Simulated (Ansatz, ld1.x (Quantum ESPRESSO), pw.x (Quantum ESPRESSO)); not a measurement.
# osmium: one change to the RRKJ potential, in the atom and in the diamond crystal

```
Element                 : Os
Generator               : ld1.x (Quantum ESPRESSO) 7.5
Type                    : norm-conserving RRKJ (Kleinman–Bylander form)
Functional              : PBE
Relativity              : scalar-relativistic
Frozen core             : [Xe] 4f14
Valence charge          : 8
Reference configuration : 5d6 6s1 6p0 (charge +1)
Partial waves           : 6p (bound, empty): rc 2.30 bohr; 5d (bound): rc 2.20 bohr; 6s (bound): rc 2.25 bohr
Local potential         : the s channel
Core correction         : none
rho0                    : 0.001
```

Change: core correction a·sin(br)/r model core inside 1.20 bohr.

Cutoffs, loose and tight: the cutoffs (Ry, on a coarse ladder) from which the occupation-weighted sum of valence levels, in a spherical-Bessel basis at the reference potential, stays within 10 and 1 mRy of its value at 400 Ry. They do not see the model core or the augmentation charge, which bear on the density cutoff. Test errors are all-electron minus pseudo excitation energies from the reference, over the configurations 5d6 6s2 6p0; 5d6 6s0 6p0; 5d5 6s0 6p0; 5d5 6s2 6p1; 5d7 6s0 6p0; 5d6 6s1 6p1; 5d7 6s1 6p0; variants that change the core or the reference have their own tests.

Crystal test: diamond Os in pw.x 7.5, no spin, 8³ k-points, Fermi–Dirac smearing 0.01 Ry, cutoffs set for each file from its atomic test. The reference is all-electron LAPW (Ansatz 0.2.0) with the same functional, mesh and smearing; V0 and B0 come from Birch–Murnaghan fits to the pressures at five volumes. Errors are pseudo minus all-electron; Δ is the rms difference of the E(V) curves that follow from these fits, minima aligned, over ±6 % about the mean V0. Mesh and smearing are coarse, so the numbers serve the comparison and aren't converged zero-temperature values; the lattice is a test structure that the element need not adopt.

All-electron: a0 = 5.558 Å (V0 = 21.46 Å³/atom), B0 = 203.7 GPa.

Task: Does the change bring the crystal closer to the all-electron result?

Result: The mean pressure error goes from +5.66 to +7.11 GPa, so the change moves the solid further from the all-electron pressures.

```csv
quantity,base,changed
outcome (atom),generated,generated
"cutoff, loose (atom)",30 Ry,30 Ry
"cutoff, tight (atom)",35 Ry,35 Ry
bound ghosts (atom),none,none
largest test error (meV) (atom),-49,-157
cutoffs in pw.x (Ry),45/180,50/200
a0 (Å),5.607,5.620
a0 error (%),+0.88,+1.12
B0 error (%),-2.6,-6.0
Δ (meV/atom),25.2,31.6
mean pressure error (GPa),+5.66,+7.11
```

Base: This is a poor potential for the solid. Changed file: This is a poor potential for the solid. The free energy does not fall steadily as the cutoff rises, most likely since the density grid, which shrinks with it, is too coarse for the model core; the lower cutoffs are not converged. The atomic cutoffs weigh occupied waves only.
